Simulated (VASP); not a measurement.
# AlP (F-43m) in VASP: single point with PBE

Aim: the single point of AlP with PBE.

All numbers are computed with VASP 6.6.1; they aren't measurements. Logs are shortened: lines on timing, memory, paths and dates and some standing lists are left out, and cuts for length are marked.

**Measured values to compare with.**

From a printed reference work, data compilation, for a bulk crystal of AlP at 4.2 K: band gap 2.505 eV (indirect).

How close the calculation comes is told below.

## (1) The cell of the first run

Symmetry: F-43m, No. 216, cubic system. Conventional cell: a = 5.451 Å, b = 5.451 Å, c = 5.451 Å, α = 90.00°, β = 90.00°, γ = 90.00°. Al (site symmetry -43m) has 4 P at 2.36 Å within 3.1 Å. P (site symmetry -43m) has 4 Al at 2.36 Å within 3.1 Å.

## (2) Single point, PBE

INCAR

```
SYSTEM = AlP
PREC     = Accurate       ! precision mode
ENCUT    = 500            ! plane-wave cutoff, eV
EDIFF    = 1E-6           ! SCF threshold, eV
ISMEAR   = -1             ! smearing method
SIGMA    = 0.01           ! smearing width, eV
LREAL    = .False.        ! projectors in reciprocal space
LASPH    = .True.         ! aspherical terms in the spheres
NELM     = 120            ! most SCF steps
ALGO     = Normal         ! electronic algorithm
ISIF     = 2              ! what is computed and relaxed
LWAVE    = .False.        ! write WAVECAR
LCHARG   = .False.        ! write CHGCAR
GGA      = PE             ! functional
NBANDS   = 11             ! bands
GGA_COMPAT= .False.
```

KPOINTS

```
Automatic mesh
0
Gamma
  6 6 6
  0 0 0
```

POSCAR

```
AlP
1.0
    0.0000000000      2.7255000000      2.7255000000
    2.7255000000      0.0000000000      2.7255000000
    2.7255000000      2.7255000000      0.0000000000
Al P
1 1
Direct
    0.0000000000      0.0000000000      0.0000000000
    0.2500000000      0.2500000000      0.2500000000
```

Potentials or basis: VASP PAW PBE potentials, release 64 (Al, P).

Launch:

```console
$ cat potpaw_PBE.64/Al/POTCAR potpaw_PBE.64/P/POTCAR > POTCAR
$ mpirun -np 1 vasp_std > vasp.out
```

OUTCAR:

```text
SYSTEM = AlP
   PREC = Accurate
   ENCUT = 500
   EDIFF = 1E-6
   ISMEAR = -1
   LREAL = .False.
   LASPH = .True.
   NELM = 120
   ISIF = 2
   GGA = PE

 ion  position               nearest neighbor table
   1  0.000  0.000  0.000-   2 2.36   2 2.36   2 2.36   2 2.36
   2  0.250  0.250  0.250-   1 2.36   1 2.36   1 2.36   1 2.36

  LATTYP: Found a face centered cubic cell.
 ALAT       =     5.4510000000

  Lattice vectors:

 A1 = (   0.0000000000,   2.7255000000,   2.7255000000)
 A2 = (   2.7255000000,   0.0000000000,   2.7255000000)
 A3 = (   2.7255000000,   2.7255000000,   0.0000000000)

Analysis of symmetry for initial positions (statically):
=====================================================================
 Subroutine PRICEL returns:
 Original cell was already a primitive cell.

 Routine SETGRP: Setting up the symmetry group for a
 face centered cubic supercell.

 Subroutine GETGRP returns: Found 24 space group operations
 (whereof 24 operations were pure point group operations)
 out of a pool of 48 trial point group operations.

The static configuration has the point symmetry T_d .

Analysis of symmetry for dynamics (positions and initial velocities):
=====================================================================
 Subroutine PRICEL returns:
 Original cell was already a primitive cell.

 Routine SETGRP: Setting up the symmetry group for a
 face centered cubic supercell.

 Subroutine GETGRP returns: Found 24 space group operations
 (whereof 24 operations were pure point group operations)
 out of a pool of 48 trial point group operations.

The dynamic configuration has the point symmetry T_d .

 Subroutine INISYM returns: Found 24 space group operations
 (whereof 24 operations are pure point group operations),
 and found     1 'primitive' translations

----------------------------------------------------------------------------------------

                                     Primitive cell

  volume of cell :      40.4919

  direct lattice vectors                    reciprocal lattice vectors
     0.000000000  2.725500000  2.725500000    -0.183452578  0.183452578  0.183452578
     2.725500000  0.000000000  2.725500000     0.183452578 -0.183452578  0.183452578
     2.725500000  2.725500000  0.000000000     0.183452578  0.183452578 -0.183452578

  length of vectors
     3.854439064  3.854439064  3.854439064     0.317749185  0.317749185  0.317749185

  position of ions in fractional coordinates (direct lattice)
     0.000000000  0.000000000  0.000000000
     0.250000000  0.250000000  0.250000000

  ion indices of the primitive-cell ions
   primitive index   ion index
                 1           1
                 2           2

----------------------------------------------------------------------------------------

 KPOINTS: Automatic mesh

Automatic generation of k-mesh.
 Grid dimensions read from file:
 generate k-points for:    6    6    6

 Generating k-lattice:

  Cartesian coordinates                     Fractional coordinates (reciprocal lattice)
    -0.030575430  0.030575430  0.030575430     0.166666667  0.000000000  0.000000000
     0.030575430 -0.030575430  0.030575430     0.000000000  0.166666667  0.000000000
     0.030575430  0.030575430 -0.030575430     0.000000000  0.000000000  0.166666667

  Length of vectors
     0.052958198  0.052958198  0.052958198

  Shift w.r.t. Gamma in fractional coordinates (k-lattice)
     0.000000000  0.000000000  0.000000000

 Subroutine IBZKPT returns following result:
 ===========================================

 Found     16 irreducible k-points:

 Following reciprocal coordinates:
            Coordinates               Weight
  0.000000  0.000000  0.000000      1.000000
  0.166667  0.000000  0.000000      8.000000
  0.333333  0.000000  0.000000      8.000000
  0.500000  0.000000  0.000000      4.000000
  0.166667  0.166667  0.000000      6.000000
  0.333333  0.166667  0.000000     24.000000
[... 8 lines left out ...]
 -0.333333  0.333333  0.166667     24.000000
 -0.333333  0.500000  0.166667     12.000000
   k-points           NKPTS =     16   k-points in BZ     NKDIM =     16   number of bands    NBANDS=     11
   number of dos      NEDOS =    301   number of ions     NIONS =      2
   total plane-waves  NPLWV =  21952
   dimension x,y,z NGX =    28 NGY =   28 NGZ =   28
   dimension x,y,z NGXF=    56 NGYF=   56 NGZF=   56
   ions per type =               1   1
   NGX,Y,Z   is equivalent  to a cutoff of  12.08, 12.08, 12.08 a.u.
   NGXF,Y,Z  is equivalent  to a cutoff of  24.15, 24.15, 24.15 a.u.
 SYSTEM =  AlP
   PREC   = accura    normal or accurate (medium, high low for compatibility)
   ISTART =      0    job   : 0-new  1-cont  2-samecut
   ICHARG =      2    charge: 1-file 2-atom 10-const
   ISPIN  =      1    spin polarized calculation?
   LNONCOLLINEAR =      F non collinear calculations
   LSORBIT =      F    spin-orbit coupling
   LASPH  =      T    aspherical Exc in radial PAW
   ENCUT  =  500.0 eV  36.75 Ry    6.06 a.u.   7.03  7.03  7.03*2*pi/ulx,y,z
   NELM   =    120;   NELMIN=  2; NELMDL= -5     # of ELM steps
   EDIFF  = 0.1E-05   stopping-criterion for ELM
   LREAL  =      F    real-space projection
   EDIFFG = 0.1E-04   stopping-criterion for IOM
   NSW    =      0    number of steps for IOM
   IBRION =     -1    ionic relax: 0-MD 1-quasi-New 2-CG
   NFREE  =      0    steps in history (QN), initial steepest desc. (CG)
   ISIF   =      2    stress and relaxation
   ISYM   =      2    0-nonsym 1-usesym 2-fastsym
   POTIM  = 0.5000    time-step for ionic-motion
   TEBEG  =    0.0;   TEEND  =   0.0 temperature during run
   PSTRESS=    0.0 pullay stress
   NELECT =       8.0000    total number of electrons
   NUPDOWN=      -1.0000    fix difference up-down
   EMIN   =  10.00;   EMAX   =-10.00  energy-range for DOS
   EFERMI =   0.00;   METHOD = LEGACY
   ISMEAR =    -1;   SIGMA  =   0.01  broadening in eV -4-tet -1-fermi 0-gaus
   EFERMI_NEDOS =   21; number of points for ismear=-14 and -15
   IALGO  =     38    algorithm
   IMIX   =      4    mixing-type and parameters
     AMIX     =   0.40;   BMIX     =  1.00
     AMIX_MAG =   1.60;   BMIX_MAG =  1.00
  volume/ion in A,a.u.               =      20.25       136.63
  Fermi-wavevector in a.u.,A,eV,Ry     =   0.953488  1.801831 12.369596  0.909140
  Thomas-Fermi vector in A             =   2.082148
   LORBIT       =      0    0 simple, 1 ext, 2 COOP (PROOUT), +10 PAW based schemes
   GGA     = PE    functional components
   LHFCALC =     F    Hartree Fock is set to
   AEXX    =    0.0000 exact exchange contribution
   IVDW    =     0    specifies the selected vdW correction
   LEPSILON=     F    determine dielectric tensor
   LRPA    =     F    only Hartree local field effects (RPA)
 non-spin polarized calculation
  energy-cutoff  :      500.00
  volume of cell :       40.49
 maximum number of plane-waves:      1056
   NGX = 13   NGY = 13   NGZ = 13

 number of electron       8.0000000 magnetization

 Free energy of the ion-electron system (eV)
  ---------------------------------------------------
  ext. energy  EPLUGINS =         0.00000000
  ---------------------------------------------------
  free energy    TOTEN  =       -10.35906956 eV

  energy without entropy =      -10.35906956  energy(sigma->0) =      -10.35906956

 E-fermi :   4.8469     XC(G=0):  -9.2262

 val. band max:        4.6303397233   @ k =   0.0000   0.0000   0.0000
 cond. band min:       6.1969735462   @ k =   0.5000   0.5000   0.0000
 fundamental gap:      1.5666338228
 Fermi energy:         4.8469170499

 k-point     1 :       0.0000    0.0000    0.0000
  band No.  band energies     occupation
      1      -6.9041      2.00000
      2       4.6303      2.00000
      3       4.6303      2.00000
      4       4.6303      2.00000
      5       7.9780      0.00000
      6       9.1960      0.00000
      7       9.1960      0.00000
      8       9.1960      0.00000
      9      13.4683      0.00000
     10      13.4683      0.00000
     11      14.9538      0.00000

 k-point     2 :       0.1667    0.0000    0.0000
  band No.  band energies     occupation
      1      -6.5992      2.00000
      2       2.7554      2.00000
      3       4.3867      2.00000
      4       4.3867      2.00000
      5       8.2808      0.00000
      6       9.6324      0.00000
      7       9.6324      0.00000
      8      10.3212      0.00000
      9      12.8262      0.00000
     10      12.8262      0.00000
     11      15.5134      0.00000

 k-point     3 :       0.3333    0.0000    0.0000
  band No.  band energies     occupation
      1      -5.8044      2.00000
      2       0.2786      2.00000
      3       4.0139      2.00000
      4       4.0139      2.00000
      5       7.7017      0.00000
      6       9.6799      0.00000
      7       9.6799      0.00000
      8      12.5920      0.00000
      9      13.7688      0.00000
     10      13.7688      0.00000
     11      14.9910      0.00000

 k-point     4 :       0.5000    0.0000    0.0000
  band No.  band energies     occupation
      1      -5.2121      2.00000
      2      -0.9210      2.00000
      3       3.8637      2.00000
      4       3.8637      2.00000
      5       7.4624      0.00000
      6       9.4485      0.00000
      7       9.4485      0.00000
      8      12.9170      0.00000
      9      16.1763      0.00000
     10      16.1763      0.00000
     11      16.5195      0.00000

 k-point     5 :       0.1667    0.1667    0.0000
  band No.  band energies     occupation
      1      -6.4963      2.00000
      2       2.9354      2.00000
      3       3.8803      2.00000
      4       3.8803      2.00000
      5       8.2239      0.00000
      6       9.3483      0.00000
      7      10.5054      0.00000
      8      10.5054      0.00000
      9      11.7616      0.00000
     10      13.9956      0.00000
     11      16.7579      0.00000
[... 99 lines left out ...]
 k-point    13 :       0.5000    0.5000    0.0000
  band No.  band energies     occupation
      1      -4.5434      2.00000
      2      -0.6960      2.00000
      3       2.5167      2.00000
      4       2.5167      2.00000
      5       6.1970      0.00000
      6       7.0938      0.00000
      7      15.7442      0.00000
      8      15.7442      0.00000
      9      16.7371      0.00000
     10      16.7371      0.00000
     11      16.7523      0.00000

 k-point    14 :       0.5000    0.3333    0.1667
  band No.  band energies     occupation
      1      -5.1744      2.00000
      2       0.1963      2.00000
      3       1.9422      2.00000
      4       3.0317      2.00000
      5       8.4876      0.00000
      6       9.4745      0.00000
      7      10.1489      0.00000
      8      12.8750      0.00000
      9      14.0091      0.00000
     10      16.1570      0.00000
     11      18.0535      0.00000

 k-point    15 :      -0.3333    0.3333    0.1667
  band No.  band energies     occupation
      1      -4.7094      2.00000
      2      -0.3762      2.00000
      3       1.4869      2.00000
      4       2.6376      2.00000
      5       8.6815      0.00000
      6       9.6154      0.00000
      7      11.5386      0.00000
      8      12.3001      0.00000
      9      13.5452      0.00000
     10      16.6006      0.00000
     11      17.5907      0.00000

 k-point    16 :      -0.3333    0.5000    0.1667
  band No.  band energies     occupation
      1      -4.5059      2.00000
      2      -0.4267      2.00000
      3       1.7060      2.00000
      4       1.9487      2.00000
      5       7.9449      0.00000
      6       8.9488      0.00000
      7      12.3067      0.00000
      8      12.6566      0.00000
      9      15.9244      0.00000
     10      16.6127      0.00000
     11      17.9516      0.00000

------------------------ aborting loop because EDIFF is reached ----------------------------------------

  FORCE on cell =-STRESS in cart. coord.  units (eV):
  Direction    XX          YY          ZZ          XY          YZ          ZX
  --------------------------------------------------------------------------------------
  -------------------------------------------------------------------------------------
  Total        0.6777958      0.6777958      0.6777958     -0.0000000      0.0000000     -0.0000000
  in kB       26.8188950     26.8188950     26.8188950     -0.0000000      0.0000000     -0.0000000
  external PRESSURE =      26.8188950 kB  Pullay stress =       0.0000000 kB

 VOLUME and BASIS-vectors are now :
 -----------------------------------------------------------------------------
  energy-cutoff  :      500.00
  volume of cell :       40.49
      direct lattice vectors                 reciprocal lattice vectors
     0.000000000  2.725500000  2.725500000    -0.183452578  0.183452578  0.183452578
     2.725500000  0.000000000  2.725500000     0.183452578 -0.183452578  0.183452578
     2.725500000  2.725500000  0.000000000     0.183452578  0.183452578 -0.183452578

 POSITION                                       TOTAL-FORCE (eV/Angst)
 -----------------------------------------------------------------------------------
      0.00000      0.00000      0.00000         0.000000      0.000000      0.000000
      1.36275      1.36275      1.36275        -0.000000     -0.000000     -0.000000
 -----------------------------------------------------------------------------------
    total drift:                               -0.000000     -0.000000     -0.000000

  FREE ENERGIE OF THE ION-ELECTRON SYSTEM (eV)
  ---------------------------------------------------
  free  energy   TOTEN  =       -10.3590695561 eV

  energy  without entropy=      -10.3590695561  energy(sigma->0) =      -10.35906956
```

Run time: 9 s. Hardware: 1 thread of Intel Xeon Platinum 8259CL at 2.50GHz (Skylake/Cascade Lake), shared host; peak memory 0.14 GiB.

Results:

* Free energy: -10.3591 eV
* Pressure: 2.7 GPa
* Band gap on the k mesh: 1.57 eV, indirect (least direct gap 3.35 eV)

Levels at points of the mesh, in eV from the valence-band top:
| k point | band 2 | band 3 | band 4 | band 5 | band 6 | band 7 |
| --- | --- | --- | --- | --- | --- | --- |
| (0.00, 0.00, 0.00) | 0.00 | 0.00 | 0.00 | 3.35 | 4.57 | 4.57 |
| (0.50, 0.00, 0.00) | -5.55 | -0.77 | -0.77 | 2.83 | 4.82 | 4.82 |
| (0.50, 0.50, 0.00) | -5.33 | -2.11 | -2.11 | 1.57 | 2.46 | 11.11 |

## (3) How close it comes

Step 2. Measured gap of AlP: 2.505 eV (indirect; 4.2 K; a printed reference work, data compilation). This calculation gives 1.57 eV (-0.94 eV). The value is that of PBE on a finite k mesh, which can miss the band edges, without temperature or zero-point motion. Semilocal functionals fall short of measured gaps as a rule.
